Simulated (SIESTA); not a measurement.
Nd under changes of volume

One of the cells (36.476 Å³/atom); the others are scaled copies at fixed shape and fractional positions:

```xyz
1
Lattice="-2.0892 2.0892 2.0892 2.0892 -2.0892 2.0892 2.0892 2.0892 -2.0892" Properties=species:S:1:pos:R:3 pbc="T T T"
Nd    0.0000    0.0000    0.0000
```

This isn't the form of Nd at room conditions, which is double hcp.

```yaml
Program: SIESTA 5.4.2
Functional: PBE
Potentials_or_basis: PseudoDojo 0.4 standard NC with 3+ lanthanide files (PBE files)
Basis: DZP (energy shift 0.002 Ry; radii capped at 9.5 bohr)
Grid_cutoff: 800 Ry
Energy_shift: 0.002 Ry
k_mesh: 9 × 9 × 9
Occupations: fermi-dirac, width 0.05 eV
Spin: collinear spin, ferromagnetic start
Starting_moments: "[3.0] μB"
```

```csv
volume (Å³/atom),energy over the lowest point (meV/atom),pressure (GPa)
33.615,13.91,2.5
34.331,5.15,1.6
35.046,0.00,0.8
36.476,0.08,-0.6
37.191,?,?
37.907,11.65,-1.8
```

Question: What does the run at 37.191 Å³/atom give?

Answer: Energy over the lowest point 4.59 meV/atom; pressure -1.3 GPa.

Worked out: A Birch-Murnaghan fit of order 3 (a polynomial in V^(-2/3)) to the other rows has its minimum at 35.75 Å³/atom with B0 = V·E''(V) = 35 GPa and B' = 3.5. It gives 4.53 meV/atom at 37.191 Å³/atom, against the run's 4.59, and -dE/dV = -1.3 GPa, against -1.3.

Energies are extrapolated to zero smearing.

Caveats: the magnetic or orbital state may not be the lowest; semicore shells carry a single zeta, which can move pressures by several GPa and volumes by a few percent; the basis of atomic orbitals isn't converged, which shifts pressures, moduli and gaps.
